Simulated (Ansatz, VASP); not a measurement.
Given: the input of a run of Ansatz 0.2.0 on Ir.

input.yaml

```yaml
crystal:
  lattice:
    - [0.0, 1.9156, 1.9156]
    - [1.9156, 0.0, 1.9156]
    - [1.9156, 1.9156, 0.0]
  atoms:
    - { symbol: Ir, position: [0.0, 0.0, 0.0] }
kpoints:
  mp_grid: { grid: [12, 12, 12] }
scf:
  occupations: { method: fermi_dirac, width: 0.05 }
hamiltonian:
  xc: pbe
  pseudopotentials: { kind: all_electron, lapw: { basis_error: 0.001 } }
output:
  forces: true
  stress: true
relax:
  f_tol: 0.01
  max_steps: 60
  cell: {}
```

Potentials or basis: all-electron LAPW, scalar-relativistic.

The run is started by

```console
$ ansatz run input.yaml --threads 1 --pin off --max-ram 3072MiB --backend cpu --events-out ev --progress --plain --runs-dir out
```

Task: Set up the same calculation for VASP 6.6.1. Potentials there: VASP PAW PBE potentials, release 64 (Ir).

Result: As run (the cutoff follows the program's own potentials):

INCAR

```
ALGO = Normal ; EDIFF = 1E-7
EDIFFG = -0.01 ; ENCUT = 600
GGA = PE ; IBRION = 2
ISIF = 3 ; ISMEAR = -1
LASPH = T ; LCHARG = F
LREAL = F ; LWAVE = F
NELM = 80 ; NSW = 80
PREC = Accurate ; SIGMA = 0.05
```

File KPOINTS:

```
k-points
0
Gamma
  12 12 12
```

The input POSCAR:

```
Ir
1.0
    0.0000000000      1.9156000000      1.9156000000
    1.9156000000      0.0000000000      1.9156000000
    1.9156000000      1.9156000000      0.0000000000
Ir
1
Direct
    0.0000000000      0.0000000000      0.0000000000
```

Potentials or basis: VASP PAW PBE potentials, release 64 (Ir).

Launch:

```sh
$ cat potpaw_PBE.64/Ir/POTCAR > POTCAR
$ mpirun -np 1 vasp_std > vasp.out
```

Both were run:

|  | VASP | Ansatz | Ansatz less VASP |
| --- | --- | --- | --- |
| relaxed volume (Å³/atom) | 14.51 | 14.48 | -0.028 |
| relaxed cell length with the largest relative difference (Å) | 2.738 | 2.736 | -0.0018 |
| energy change over the relaxation (meV/atom) | -16 | -14 | +1.9 |

Ansatz ran all-electron here, so the differences hold the error of VASP's frozen core and of both bases.

Spin-orbit coupling is left out, which matters for the levels of Ir. Zero-point motion and thermal expansion aren't in these numbers. PBE usually gives volumes a little too large and moduli too small.
